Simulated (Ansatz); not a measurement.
Is this AlN structure a true minimum?

It was reached by relaxing an invented guess, and it needn't be the stable form of this composition.

These are results of DFT PBE, scalar-relativistic, plane waves, PAW (Ansatz), not measurements. Cutoff 420 eV; k points 10×10×6 on the computed 2-atom cell (Γ-centred); Gaussian smearing, width 0.02 eV; no spin polarisation.

The cell below (2 atoms, space group P4/mmm (No. 123)) is relaxed within its symmetry.

```xyz
2
Lattice="2.6924 0.0000 0.0000 0.0000 2.6924 0.0000 0.0000 0.0000 5.0033" Properties=species:S:1:pos:R:3 pbc="T T T"
Al    1.3462    1.3462    2.5016
N     0.0000    0.0000    2.5016
```

For the test a repeat of it with 4 atoms (edges 2.69, 2.69, 10.01 Å) was strained at random (σ = 1.5 % a component), the atoms were moved at random (σ = 0.15 Å), and all was relaxed again on a coarse 6×6×2 mesh (in the run’s order of axes) with 0.10 eV smearing, with no symmetry imposed.

Weakly bound directions are ill-defined at this level, which has no dispersion term.

Problem. Is the structure stable against such a distortion?

Solution. It doesn't return. The energy falls by 270 meV/atom on that mesh, the volume changes by 0.9 %, and the end has space group C2/m (No. 12) at a loose tolerance. Relaxed again on an 8×8×4 mesh with 0.02 eV smearing, the new structure lies 268 meV/atom below the first (mesh in the axes of the run's cell; the cell below is made exact in the group named). Space group C2/m (No. 12), monoclinic, a = 3.908 Å, b = 3.908 Å, c = 9.590 Å, β = 93.0°. Around Al lie 4 N at 1.96 Å and 1 N at 2.11 Å; N has 4 Al at 1.96 Å and 1 Al at 2.11 Å.

```yaml
crystal:
  lattice:
    - [1.95406, -1.95419, 0.00000]
    - [1.95406, 1.95419, 0.00000]
    - [-0.50274, 0.00000, 9.57715]
  atoms:
    - { symbol: Al, position: [0.73645, 0.73645, 0.89458] }
    - { symbol: Al, position: [0.26355, 0.26355, 0.10542] }
    - { symbol: N, position: [0.23527, 0.23527, 0.88548] }
    - { symbol: N, position: [0.76473, 0.76473, 0.11452] }
```
